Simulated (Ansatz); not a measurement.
## Ga: one input, then a changed one

The cell was built from the bcc type and relaxed in the same program; it needn't be a known or the stable phase. The listed cell was then made from it by scaling, straining or moving an atom.

First run: DFT, PBE, all-electron LAPW, scalar-relativistic (Ansatz 0.2.0).

Command: `ansatz run input.yaml --threads 1 --pin off --max-ram 2048MiB --backend cpu --events-out ev --progress --plain --runs-dir out` The run took 28 s on 1 thread of Arm Neoverse V2, on a shared host.

```yaml
crystal:
  lattice:
    - [-1.7132971535, 1.7132971535, 1.6879774911]
    - [1.7132971535, -1.7132971535, 1.6879774911]
    - [1.7132971535, 1.7132971535, -1.6879774911]
  atoms:
    - { symbol: Ga, position: [0.0, 0.0, 0.0] }
kpoints:
  mp_grid: { grid: [17, 17, 17] }
scf:
  occupations: { method: fermi_dirac, width: 0.03 }
hamiltonian:
  xc: pbe
  pseudopotentials: { kind: all_electron, lapw: { basis_error: 0.00025 } }
output:
  forces: true
  stress: true
  eigenvalues: true
```

Result: converged; pressure -1.27 GPa; 7 SCF iterations.

A second run of a changed input logged this at its end:

```
Error: invalid value for `kpoints.mp_grid.grid`: each dimension must be in 1..=255
```

Question: What was wrong with the input?

Answer: A mesh with a zero or a mesh and a spacing, by this change (others could give a like log):
```diff
@@ -7,7 +7,8 @@
     - { symbol: Ga, position: [0.0, 0.0, 0.0] }
 kpoints:
-  mp_grid: { grid: [17, 17, 17] }
+  mp_grid: { grid: [0, 17, 17] }
 scf:
   occupations: { method: fermi_dirac, width: 0.03 }
+  max_iter: 80
 hamiltonian:
   xc: pbe
```
